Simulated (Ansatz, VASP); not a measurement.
# PbS (Galena) in VASP and in Ansatz

```
Pb S
1.0
     0.00000    2.92140    2.92140
     2.92140    0.00000    2.92140
     2.92140    2.92140    0.00000
Pb S
1 1
Direct
  0.00000 0.00000 0.00000
  0.50000 0.50000 0.50000
```

Alike in both runs: functional LDA; k mesh 7 × 7 × 7; no spin polarisation.

Ansatz relaxed the structure, and its values are those at the end. VASP's run is a single point on that final structure, the one shown.

```csv
,VASP,Ansatz
version,VASP 6.6.1,Ansatz 0.2.0
potentials or method,"VASP PAW LDA potentials, release 64 (Pb_d, S)","plane waves, PAW"
plane-wave cutoff (eV),520,530
occupations,"gaussian, width 0.01 eV",fixed
valence electrons in the cell,20,20
```

Ansatz gave:

* gap on the k mesh at the Fermi level (eV): 0.85
* pressure (GPa): 0.0

Estimate VASP's values.

gap on the k mesh at the Fermi level (eV): 0.85; pressure (GPa): 0.1.

Spin-orbit coupling is left out, which matters for the levels of Pb.
